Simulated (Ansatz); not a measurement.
# CdS: pressure against volume

CdS, F-43m, a = 5.879 Å. This isn't the usual stable structure of the compound. Ansatz: r2SCAN, PAW, 500 eV, Γ-centred 8×8×8 mesh on 2 atoms, Gaussian smearing 0.02 eV; no spin polarisation. Symmetry fixes shape and atoms, so the cell is only scaled; pressure is positive in compression.

| V (Å³/atom) | P (GPa) |
| --- | --- |
| 22.346 | 10.25 |
| 23.108 | ? |
| 23.870 | 4.27 |
| 24.632 | 1.95 |
| 25.394 | -0.02 |
| 26.155 | -1.69 |
| 26.917 | -3.11 |
| 27.933 | -4.67 |

Question: Take V0 = 25.394 Å³/atom, count pressures from its P0 = -0.02 GPa, fit the third-order Birch–Murnaghan form to the other rows, and predict the missing pressure.

Answer: With the Eulerian strain f = ½[(V0/V)^(2/3) − 1] and y = (P − P0)/[3f(1 + 2f)^(5/2)], the form is the line y = B0 + 1.5 B0 (B0′ − 4) f. Rows (f, y): 0.04449, 62.2; 0.02106, 61.2; 0.01026, 60.8; -0.00975, 60.0; -0.01904, 59.6; -0.03078, 59.0. Means f = 0.002707, y = 60.467; Σ(Δf)² = 0.003889, ΣΔfΔy = 0.1622; the slope is their ratio. y = 60.35 + 41.70 f GPa, so B0 = 60.4 GPa and B0′ = 4 + 2 × (41.70)/(3 × 60.35) = 4.46. At V = 23.108, f = 0.03245, y = 61.70 and P = 7.01 GPa. The run gave 7.01 GPa, the same to the digits shown.

Cost: 8 runs of about 0.5 core-minutes in all, on Intel Xeon 6975P-C (Granite Rapids) (shared hosts).